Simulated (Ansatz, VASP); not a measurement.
Two plane-wave programs on TaC

The input INCAR:

```
SYSTEM = TaC
PREC     = Accurate       ! precision mode
ENCUT    = 520            ! plane-wave cutoff, eV
EDIFF    = 1E-6           ! SCF threshold, eV
ISMEAR   = 0              ! smearing method
SIGMA    = 0.15           ! smearing width, eV
LREAL    = .False.        ! projectors in reciprocal space
LASPH    = .True.         ! aspherical terms in the spheres
NELM     = 80             ! most SCF steps
ALGO     = Fast           ! electronic algorithm
ISIF     = 2              ! what is computed and relaxed
LWAVE    = .False.        ! write WAVECAR
LCHARG   = .True.         ! write CHGCAR
GGA      = PE             ! functional
LELF     = .True.         ! ELF
LVHAR    = .True.       
NBANDS   = 14             ! bands
```

Contents of KPOINTS:

```
regular mesh
0
Gamma
  18 18 18
  0 0 0
```

Contents of POSCAR:

```
TaC
1.0
    0.0000000000      2.2826750000      2.3383500000
    2.2826750000      0.0000000000      2.3383500000
    2.2826750000      2.2826750000      0.0000000000
Ta C
1 1
Direct
    0.0000000000      0.0000000000      0.0000000000
    0.5000000000      0.5000000000      0.5000000000
```

Input for Ansatz:

```yaml
crystal:
  lattice:
    - [0.0, 2.282675, 2.33835]
    - [2.282675, 0.0, 2.33835]
    - [2.282675, 2.282675, 0.0]
  atoms:
    - { symbol: Ta, position: [0.0, 0.0, 0.0] }
    - { symbol: C, position: [0.5, 0.5, 0.5] }
basis:
  ecutwfc: 420
kpoints:
  mp_grid: { grid: [18, 18, 18] }
hamiltonian:
  xc: pbe
scf:
  occupations: { method: gaussian, width: 0.15 }
output:
  forces: true
  stress: true
  eigenvalues: true
```

Change from the starting cell: strain +0.025 along x and y, +0.050 along z, atoms carried along.

Alike in both runs: task single point; functional PBE; k mesh 18 × 18 × 18; occupations gaussian, width 0.15 eV; no spin polarisation.

|  | VASP | Ansatz |
| --- | --- | --- |
| version | VASP 6.6.1 | Ansatz 0.2.0 |
| potentials or method | VASP PAW PBE potentials, release 64 (Ta_pv, C) | scalar-relativistic, plane waves, PAW |
| plane-wave cutoff (eV) | 520 | 420 |
| valence electrons in the cell | 15 | 17 |

```tsv
	VASP	Ansatz	Ansatz less VASP
gap on the k mesh at the Fermi level (eV)	none	none	-
pressure (GPa)	-21.9	-22.4	-0.47
largest component of the traceless stress (GPa)	6.06	6.03	-0.036
```

A gap of «none» marks a metal or a gap that the smearing closes. With one functional, cell and mesh, what is left measures potentials, basis and numerics. The two sets of potentials don't hold the same shells in valence.

Caveats: so large a pressure means that the cell lies far from this level's equilibrium, or that cutoff or potentials fall short (VASP). Spin-orbit coupling is left out, which matters for the levels of Ta.
